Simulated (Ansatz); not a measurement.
# Bi: do energies and stresses tell the same story?

These are results of Ansatz 0.2.0, DFT PBEsol, scalar-relativistic, plane waves, PAW, not measurements.

Cutoff 420 eV; k points 16×16×16 on the computed 1-atom cell (Γ-centred); Gaussian smearing, width 0.10 eV; no spin polarisation.

Relaxed cell: Im-3m, a = 3.914 Å, b = 3.914 Å, c = 3.914 Å, α = 90.00°, β = 90.00°, γ = 90.00°, 1 atom in the primitive cell. This bcc form isn't the element's structure at ambient conditions.

Energies at zero smearing and pressures from the stress tensor, at volumes with shape and atoms relaxed:
```tsv
V (Å³/atom)	E − E(first) (meV/atom)	P (GPa)
28.174	0.00	4.24
29.073	-16.91	1.90
29.972	-21.73	-0.04
30.871	-16.51	-1.64
31.770	-3.21	-2.98
```

Q: Check P = −dE/dV between neighbouring volumes, and get the bulk modulus from the pressures alone.

A: With 1 eV/Å³ = 160.2 GPa:
```json
{"middle V (Å³/atom)": "28.623", "−ΔE/ΔV (GPa)": "3.013", "mean P (GPa)": "3.072"}
{"middle V (Å³/atom)": "29.522", "−ΔE/ΔV (GPa)": "0.859", "mean P (GPa)": "0.933"}
{"middle V (Å³/atom)": "30.421", "−ΔE/ΔV (GPa)": "-0.930", "mean P (GPa)": "-0.841"}
{"middle V (Å³/atom)": "31.321", "−ΔE/ΔV (GPa)": "-2.371", "mean P (GPa)": "-2.311"}
```

The two differ by 0.09 GPa at most. The mean of two end pressures misses the average over a step by about ΔV² P″/12, up to 0.03 GPa here; with that taken off 0.06 GPa remains. The stress is the derivative of the free energy, not of the energy at zero smearing, and with free energies 0.00 GPa remains. Around V = 29.972 Å³/atom, the two neighbours give B = −V ΔP/ΔV = 29.972 × 3.55 / 1.798 = 59.1 GPa, against B0 = 59.5 GPa from the Birch–Murnaghan fit of the energies.

Spin–orbit coupling is left out, which can shift energies with elements as heavy as these.